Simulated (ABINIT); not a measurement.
Tc:

```
CELL_PARAMETERS angstrom
2.74000 0.00000 0.00000
-1.37000 2.37291 0.00000
0.00000 0.00000 4.39800
ATOMIC_POSITIONS crystal
Tc 0.66667 0.33333 0.75000
Tc 0.33333 0.66667 0.25000
```

- Program: ABINIT 10.8.3 (patched build)
- Task: relaxation of cell and atoms
- Functional: PBEsol
- Potentials or basis: JTH PAW PBE v2.0
- Cutoff: 463 eV
- k mesh: 8 × 8 × 4
- Occupations: fermi-dirac, width 0.05 eV
- Spin: no spin polarisation

At the start: pressure -7.4 GPa; volume 14.30 Å³/atom.

Problem. Where does the relaxation end?

Solution. Over 6 steps the energy falls by 8.3 meV/atom and the volume is 13.96 Å³/atom (-2.4 %); space group P6_3/mmc (No. 194, to 0.05 Å).

The path:
```
step  energy change (eV)  largest force (eV/Å)  pressure (GPa)  volume (Å³)
   1              0.0000                0.0000           -7.40        28.59
   2             -0.0163                0.0000           -0.44        27.95
   3             -0.0165                0.0000            0.05        27.91
   4             -0.0165                0.0000            0.09        27.91
   5             -0.0165                0.0000            0.02        27.91
   6             -0.0165                0.0000            0.00        27.91
```

Final structure:
```
Tc
1.0
     2.72207    0.00000    0.00000
    -1.36104    2.35738    0.00000
     0.00000    0.00000    4.35013
Tc
2
Direct
  0.66667 0.33333 0.75000
  0.33333 0.66667 0.25000
```

Caveat: the PAW data sets were made with another functional, which shifts forces and pressure a little.
